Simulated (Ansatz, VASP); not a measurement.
**AgI: VASP beside Ansatz**

```
CELL_PARAMETERS angstrom
0.00000 3.28857 3.28857
3.28857 0.00000 3.28857
3.28857 3.28857 0.00000
ATOMIC_POSITIONS crystal
Ag 0.00000 0.00000 0.00000
I 0.25000 0.25000 0.25000
```

Alike in both runs: task single point; functional PBE-based screened hybrid; k mesh 4 × 4 × 4; no spin polarisation.

```csv
,VASP,Ansatz
version,VASP 6.6.1,Ansatz 0.2.0
potentials or method,"VASP PAW PBE potentials, release 64 (Ag, I)",plane waves
plane-wave cutoff (eV),520,420
occupations,"gaussian, width 0.01 eV",fixed
valence electrons in the cell,18,36
```

Ansatz gave:

```
gap on the k mesh at the Fermi level (eV) : 2.52
pressure (GPa)                            : 0.6
```

Problem. Which values does VASP return?

Solution. gap on the k mesh at the Fermi level (eV): 2.51; pressure (GPa): 0.5.

The two sets of potentials don't hold the same shells in valence. Ansatz warned: «stress_exchange_threshold_loose».

Caveats: the PAW data sets were made with another functional, which shifts forces and pressure a little (VASP); spin-orbit coupling is left out, which moves the levels of the heavy elements.
